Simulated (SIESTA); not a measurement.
GaP:

```xyz
2
Lattice="0.0000 2.7252 2.7252 2.7252 0.0000 2.7252 2.7252 2.7252 0.0000" Properties=species:S:1:pos:R:3 pbc="T T T"
Ga    0.0000    0.0000    0.0000
P     4.0879    4.0879    4.0879
```

Base run:

```yaml
Program: SIESTA 5.4.2
Functional: vdW-DF-cx
Potentials_or_basis: PseudoDojo 0.4 standard (PBE files)
Basis: DZP (energy shift 0.002 Ry; radii capped at 9.5 bohr)
Grid_cutoff: 800 Ry
Energy_shift: 0.002 Ry
k_mesh: 8 × 8 × 8
Occupations: fermi-dirac, width 0.05 eV
Spin: no spin polarisation
```

Its results: band gap on the k mesh 1.58 eV, indirect (least direct gap 1.91 eV); pressure 2.1 GPa.

After a change of settings the same cell gave: band gap on the k mesh 1.54 eV, indirect (least direct gap 1.91 eV); pressure 0.7 GPa. Which change was it?
A. functional from vdW-DF-cx to PBE; basis from DZP (energy shift 0.002 Ry; radii capped at 9.5 bohr) to DZ (energy shift 0.002 Ry; radii capped at 9.5 bohr)
B. functional from vdW-DF-cx to OLYP
C. functional from vdW-DF-cx to PBEsol; potentials or basis from PseudoDojo 0.4 standard (PBE files) to PseudoDojo 0.4 standard (PBEsol files)
D. functional from vdW-DF-cx to PBE; potentials or basis from PseudoDojo 0.4 standard (PBE files) to PseudoDojo 0.5 standard (PBE files)

C.

Caveats: semicore shells carry a single zeta, which can move pressures by several GPa and volumes by a few percent; the basis of atomic orbitals isn't converged, which shifts pressures, moduli and gaps; the potentials were made for another functional, which shifts forces and pressure (some runs).

Not every run made on this cell is shown here.
